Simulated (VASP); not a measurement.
# CdTe (F-43m) in VASP: notebook

The runs below take CdTe through band structure, with PBE.

Program: VASP 6.6.1. These are calculated values, not measurements. Logs are shortened: lines on timing, memory, paths and dates and some standing lists are left out, and cuts for length are marked.

**Measured values to compare with.**

From a printed reference work, data compilation, for a bulk crystal of CdTe at 0 K: band gap 1.607 eV.

The results are compared with them further down.

## Step 1: The structure

Symmetry: F-43m, No. 216, cubic system. Conventional cell: a = 6.622 Å, b = 6.622 Å, c = 6.622 Å, α = 90.00°, β = 90.00°, γ = 90.00°. Cd (site symmetry -43m) is surrounded by 4 Te at 2.87 Å. Te (site symmetry -43m) has 4 Cd at 2.87 Å as nearest neighbours.

## Step 2: Band structure, PBE

INCAR reads:

```
SYSTEM = CdTe
  ALGO = Fast
  EDIFF = 1E-6
  ENCUT = 520
  GGA = PE
  ICORELEVEL = 1
  ISIF = 2
  ISMEAR = 0
  LASPH = .TRUE.
  LCHARG = .FALSE.
  LREAL = .FALSE.
  LWAVE = .FALSE.
  NBANDS = 16
  NELM = 80
  PREC = Accurate
  SIGMA = 0.03
```

KPOINTS reads:

```
k-points
0
G
  8 8 8
  0 0 0
```

POSCAR reads:

```
CdTe                                    
1.0
    0.0000000000      3.3111409341      3.3111409341
    3.3111409341      0.0000000000      3.3111409341
    3.3111409341      3.3111409341      0.0000000000
  Cd              Te            
     1     1
Direct
     0.0000000000000000    0.0000000000000000    0.0000000000000000
     0.2500000000000000    0.2500000000000000    0.2500000000000000
```

KPOINTS_OPT reads:

```
explicit points
159
Reciprocal
 0.0000000000  0.0000000000  0.0000000000 1
 0.0357142857  0.0000000000  0.0357142857 1
 0.0714285714  0.0000000000  0.0714285714 1
 0.1071428571  0.0000000000  0.1071428571 1
 0.1428571429  0.0000000000  0.1428571429 1
 0.1785714286  0.0000000000  0.1785714286 1
[... 151 lines left out ...]
 0.4250000000  0.0000000000  0.4250000000 1
 0.4500000000  0.0000000000  0.4500000000 1
```

Potentials or basis: VASP PAW PBE potentials, release 64 (Cd, Te).

On the command line:

```sh
cat potpaw_PBE.64/Cd/POTCAR potpaw_PBE.64/Te/POTCAR > POTCAR
mpirun -np 1 vasp_std > vasp.out
```

OUTCAR:

```text
SYSTEM = CdTe
   EDIFF = 1E-6
   ENCUT = 520
   GGA = PE
   ISIF = 2
   ISMEAR = 0
   LASPH = .TRUE.
   LREAL = .FALSE.
   NELM = 80
   PREC = Accurate

 ion  position               nearest neighbor table
   1  0.000  0.000  0.000-   2 2.87   2 2.87   2 2.87   2 2.87
   2  0.250  0.250  0.250-   1 2.87   1 2.87   1 2.87   1 2.87

  LATTYP: Found a face centered cubic cell.
 ALAT       =     6.6222818682

  Lattice vectors:

 A1 = (   0.0000000000,   3.3111409341,   3.3111409341)
 A2 = (   3.3111409341,   0.0000000000,   3.3111409341)
 A3 = (   3.3111409341,   3.3111409341,   0.0000000000)

Analysis of symmetry for initial positions (statically):
=====================================================================
 Subroutine PRICEL returns:
 Original cell was already a primitive cell.

 Routine SETGRP: Setting up the symmetry group for a
 face centered cubic supercell.

 Subroutine GETGRP returns: Found 24 space group operations
 (whereof 24 operations were pure point group operations)
 out of a pool of 48 trial point group operations.

The static configuration has the point symmetry T_d .

Analysis of symmetry for dynamics (positions and initial velocities):
=====================================================================
 Subroutine PRICEL returns:
 Original cell was already a primitive cell.

 Routine SETGRP: Setting up the symmetry group for a
 face centered cubic supercell.

 Subroutine GETGRP returns: Found 24 space group operations
 (whereof 24 operations were pure point group operations)
 out of a pool of 48 trial point group operations.

The dynamic configuration has the point symmetry T_d .

 Subroutine INISYM returns: Found 24 space group operations
 (whereof 24 operations are pure point group operations),
 and found     1 'primitive' translations

----------------------------------------------------------------------------------------

                                     Primitive cell

  volume of cell :      72.6044

  direct lattice vectors                    reciprocal lattice vectors
     0.000000000  3.311140934  3.311140934    -0.151005351  0.151005351  0.151005351
     3.311140934  0.000000000  3.311140934     0.151005351 -0.151005351  0.151005351
     3.311140934  3.311140934  0.000000000     0.151005351  0.151005351 -0.151005351

  length of vectors
     4.682660416  4.682660416  4.682660416     0.261548941  0.261548941  0.261548941

  position of ions in fractional coordinates (direct lattice)
     0.000000000  0.000000000  0.000000000
     0.250000000  0.250000000  0.250000000

  ion indices of the primitive-cell ions
   primitive index   ion index
                 1           1
                 2           2

----------------------------------------------------------------------------------------

 KPOINTS: k-points

Automatic generation of k-mesh.
 Grid dimensions read from file:
 generate k-points for:    8    8    8

 Generating k-lattice:

  Cartesian coordinates                     Fractional coordinates (reciprocal lattice)
    -0.018875669  0.018875669  0.018875669     0.125000000  0.000000000  0.000000000
     0.018875669 -0.018875669  0.018875669     0.000000000  0.125000000  0.000000000
     0.018875669  0.018875669 -0.018875669     0.000000000  0.000000000  0.125000000

  Length of vectors
     0.032693618  0.032693618  0.032693618

  Shift w.r.t. Gamma in fractional coordinates (k-lattice)
     0.000000000  0.000000000  0.000000000

 Subroutine IBZKPT returns following result:
 ===========================================

 Found     29 irreducible k-points:

 Following reciprocal coordinates:
            Coordinates               Weight
  0.000000  0.000000  0.000000      1.000000
  0.125000  0.000000  0.000000      8.000000
  0.250000  0.000000  0.000000      8.000000
  0.375000  0.000000  0.000000      8.000000
  0.500000  0.000000  0.000000      4.000000
  0.125000  0.125000  0.000000      6.000000
[... 16 lines left out ...]
  0.500000  0.250000  0.125000     48.000000
 -0.375000  0.250000  0.125000     24.000000
 [... further k-points ...]
   k-points           NKPTS =     29   k-points in BZ     NKDIM =     29   number of bands    NBANDS=     16
   number of dos      NEDOS =    301   number of ions     NIONS =      2
   total plane-waves  NPLWV =  46656
   dimension x,y,z NGX =    36 NGY =   36 NGZ =   36
   dimension x,y,z NGXF=    72 NGYF=   72 NGZF=   72
   ions per type =               1   1
   NGX,Y,Z   is equivalent  to a cutoff of  12.78, 12.78, 12.78 a.u.
   NGXF,Y,Z  is equivalent  to a cutoff of  25.56, 25.56, 25.56 a.u.
 SYSTEM =  CdTe
   PREC   = accura    normal or accurate (medium, high low for compatibility)
   ISTART =      0    job   : 0-new  1-cont  2-samecut
   ICHARG =      2    charge: 1-file 2-atom 10-const
   ISPIN  =      1    spin polarized calculation?
   LNONCOLLINEAR =      F non collinear calculations
   LSORBIT =      F    spin-orbit coupling
   LASPH  =      T    aspherical Exc in radial PAW
   ENCUT  =  520.0 eV  38.22 Ry    6.18 a.u.   8.71  8.71  8.71*2*pi/ulx,y,z
   NELM   =     80;   NELMIN=  2; NELMDL= -5     # of ELM steps
   EDIFF  = 0.1E-05   stopping-criterion for ELM
   LREAL  =      F    real-space projection
   EDIFFG = 0.1E-04   stopping-criterion for IOM
   NSW    =      0    number of steps for IOM
   IBRION =     -1    ionic relax: 0-MD 1-quasi-New 2-CG
   NFREE  =      0    steps in history (QN), initial steepest desc. (CG)
   ISIF   =      2    stress and relaxation
   ISYM   =      2    0-nonsym 1-usesym 2-fastsym
   POTIM  = 0.5000    time-step for ionic-motion
   TEBEG  =    0.0;   TEEND  =   0.0 temperature during run
   PSTRESS=    0.0 pullay stress
   NELECT =      18.0000    total number of electrons
   NUPDOWN=      -1.0000    fix difference up-down
   EMIN   =  10.00;   EMAX   =-10.00  energy-range for DOS
   EFERMI =   0.00;   METHOD = LEGACY
   ISMEAR =     0;   SIGMA  =   0.03  broadening in eV -4-tet -1-fermi 0-gaus
   EFERMI_NEDOS =   21; number of points for ismear=-14 and -15
   IALGO  =     68    algorithm
   IMIX   =      4    mixing-type and parameters
     AMIX     =   0.40;   BMIX     =  1.00
     AMIX_MAG =   1.60;   BMIX_MAG =  1.00
  volume/ion in A,a.u.               =      36.30       244.98
  Fermi-wavevector in a.u.,A,eV,Ry     =   1.028438  1.943466 14.390667  1.057684
  Thomas-Fermi vector in A             =   2.162434
   LORBIT       =      0    0 simple, 1 ext, 2 COOP (PROOUT), +10 PAW based schemes
   GGA     = PE    functional components
   LHFCALC =     F    Hartree Fock is set to
   AEXX    =    0.0000 exact exchange contribution
   IVDW    =     0    specifies the selected vdW correction
   LEPSILON=     F    determine dielectric tensor
   LRPA    =     F    only Hartree local field effects (RPA)
 non-spin polarized calculation
 RMM-DIIS sequential band-by-band and
 Gauss-broadening in eV      SIGMA  =   0.03
  energy-cutoff  :      520.00
  volume of cell :       72.60
 maximum number of plane-waves:      1972
   NGX = 17   NGY = 17   NGZ = 17

 number of electron      18.0000006 magnetization

 Free energy of the ion-electron system (eV)
  ---------------------------------------------------
  ext. energy  EPLUGINS =         0.00000000
  ---------------------------------------------------
  free energy    TOTEN  =        -4.81210825 eV

  energy without entropy =       -4.81210825  energy(sigma->0) =       -4.81210825

 the core state eigenenergies are
   1-  1s -26514.0224  2s  -3931.1863  2p  -3526.4418  3s   -728.0552  3p   -595.3445
       3d   -387.7954  4s   -100.2312  4p    -61.2883
   2-  1s -31613.4409  2s  -4841.0130  2p  -4344.4100  3s   -957.2148  3p   -795.8727
       3d   -552.1245  4s   -156.6950  4p   -106.7306  4d    -34.0428

 E-fermi :   1.9643     XC(G=0):  -8.3009

 val. band max:        1.7819954711   @ k =   0.0000   0.0000   0.0000
 cond. band min:       2.3591167550   @ k =   0.0000   0.0000   0.0000
 fundamental gap:      0.5771212838
 Fermi energy:         1.9643147650

 k-point     1 :       0.0000    0.0000    0.0000
  band No.  band energies     occupation
      1      -9.0424      2.00000
      2      -6.3030      2.00000
      3      -6.3030      2.00000
      4      -6.3030      2.00000
      5      -6.0875      2.00000
      6      -6.0875      2.00000
[... 8 lines left out ...]
     15      11.0251      0.00000
     16      11.0251      0.00000

 k-point     2 :       0.1250    0.0000    0.0000
  band No.  band energies     occupation
      1      -8.9925      2.00000
      2      -6.2939      2.00000
      3      -6.2939      2.00000
      4      -6.2606      2.00000
      5      -6.0881      2.00000
      6      -6.0881      2.00000
[... 8 lines left out ...]
     15      10.3851      0.00000
     16      10.3851      0.00000

 k-point     3 :       0.2500    0.0000    0.0000
  band No.  band energies     occupation
      1      -8.8718      2.00000
      2      -6.2735      2.00000
      3      -6.2735      2.00000
      4      -6.1237      2.00000
      5      -6.0875      2.00000
      6      -6.0875      2.00000
[... 8 lines left out ...]
     15      10.1853      0.00000
     16      10.1853      0.00000

 k-point     4 :       0.3750    0.0000    0.0000
  band No.  band energies     occupation
      1      -8.7526      2.00000
      2      -6.2565      2.00000
      3      -6.2565      2.00000
      4      -6.0831      2.00000
      5      -6.0831      2.00000
      6      -5.9108      2.00000
[... 8 lines left out ...]
     15      10.9278      0.00000
     16      10.9278      0.00000
[... 155 lines left out ...]
      1      -8.8166      2.00000
      2      -6.2395      2.00000
      3      -6.2395      2.00000
      4      -6.1585      2.00000
      5      -6.0747      2.00000
      6      -6.0549      2.00000
[... 8 lines left out ...]
     15      11.5517      0.00000
     16      12.1840      0.00000

 k-point    14 :       0.3750    0.2500    0.0000
  band No.  band energies     occupation
      1      -8.7225      2.00000
      2      -6.2245      2.00000
      3      -6.2170      2.00000
      4      -6.1377      2.00000
      5      -6.0712      2.00000
      6      -5.9173      2.00000
[... 8 lines left out ...]
     15      11.9362      0.00000
     16      12.6021      0.00000

 k-point    15 :       0.5000    0.2500    0.0000
  band No.  band energies     occupation
      1      -8.6534      2.00000
      2      -6.2223      2.00000
      3      -6.2084      2.00000
      4      -6.1188      2.00000
      5      -6.0739      2.00000
      6      -5.7352      2.00000
[... 8 lines left out ...]
     15      12.1260      0.00000
     16      12.6651      0.00000

 k-point    16 :      -0.3750    0.2500    0.0000
  band No.  band energies     occupation

------------------------ aborting loop because EDIFF is reached ----------------------------------------

  FORCE on cell =-STRESS in cart. coord.  units (eV):
  Direction    XX          YY          ZZ          XY          YZ          ZX
  --------------------------------------------------------------------------------------
  -------------------------------------------------------------------------------------
  Total        0.0222419      0.0222419      0.0222419     -0.0000000     -0.0000000     -0.0000000
  in kB        0.4908158      0.4908158      0.4908158     -0.0000000     -0.0000000     -0.0000000
  external PRESSURE =       0.4908158 kB  Pullay stress =       0.0000000 kB

 VOLUME and BASIS-vectors are now :
 -----------------------------------------------------------------------------
  energy-cutoff  :      520.00
  volume of cell :       72.60
      direct lattice vectors                 reciprocal lattice vectors
     0.000000000  3.311140934  3.311140934    -0.151005351  0.151005351  0.151005351
     3.311140934  0.000000000  3.311140934     0.151005351 -0.151005351  0.151005351
     3.311140934  3.311140934  0.000000000     0.151005351  0.151005351 -0.151005351

 POSITION                                       TOTAL-FORCE (eV/Angst)
 -----------------------------------------------------------------------------------
      0.00000      0.00000      0.00000        -0.000000     -0.000000     -0.000000
      1.65557      1.65557      1.65557         0.000000      0.000000      0.000000
 -----------------------------------------------------------------------------------
    total drift:                               -0.000000     -0.000000     -0.000001

  FREE ENERGIE OF THE ION-ELECTRON SYSTEM (eV)
  ---------------------------------------------------
  free  energy   TOTEN  =        -4.8121082492 eV

  energy  without entropy=       -4.8121082492  energy(sigma->0) =       -4.81210825
```

Run time: 2.1 min. Hardware: 1 thread of Intel Xeon Platinum 8375C at 2.90GHz (Ice Lake), shared host; peak memory 0.24 GiB.

Results:

```yaml
Free_energy: -4.8121 eV
Pressure: 0.0 GPa
Band_gap_on_the_k_mesh: 0.58 eV, direct
Band_gap_along_the_path: 0.58 eV, direct
```

Levels at the corners of the path, in eV from the valence-band top:
```csv
point,band 7,band 8,band 9,band 10,band 11,band 12
Γ,0.00,0.00,0.00,0.58,4.64,4.64
X,-4.00,-1.65,-1.65,2.67,2.74,8.50
X,-4.00,-1.65,-1.65,2.67,2.74,8.50
W,-3.89,-2.08,-1.94,4.03,4.70,5.48
W,-3.89,-2.08,-1.94,4.03,4.70,5.48
K,-3.91,-2.27,-1.37,2.92,4.43,7.21
K,-3.91,-2.27,-1.37,2.92,4.43,7.21
Γ,0.00,0.00,0.00,0.58,4.64,4.64
Γ,0.00,0.00,0.00,0.58,4.64,4.64
L,-4.07,-0.68,-0.68,1.75,5.21,5.21
L,-4.07,-0.68,-0.68,1.75,5.21,5.21
U,-3.91,-2.27,-1.37,2.92,4.43,7.21
U,-3.91,-2.27,-1.37,2.92,4.43,7.21
W,-3.89,-2.08,-1.94,4.03,4.70,5.48
W,-3.89,-2.08,-1.94,4.03,4.70,5.48
L,-4.07,-0.68,-0.68,1.75,5.21,5.21
L,-4.07,-0.68,-0.68,1.75,5.21,5.21
K,-3.91,-2.27,-1.37,2.92,4.43,7.21
U,-3.91,-2.27,-1.37,2.92,4.43,7.21
X,-4.00,-1.65,-1.65,2.67,2.74,8.50
```

Core levels (eV, on the scale of the bands):
```
atom                                                                                                levels
1 Cd             1s -26514.0, 2s -3931.2, 2p -3526.4, 3s -728.1, 3p -595.3, 3d -387.8, 4s -100.2, 4p -61.3
2 Te  1s -31613.4, 2s -4841.0, 2p -4344.4, 3s -957.2, 3p -795.9, 3d -552.1, 4s -156.7, 4p -106.7, 4d -34.0
```

Caveat: spin-orbit coupling is left out, which moves the levels of the heavy elements.

[end of part 1 of 2]
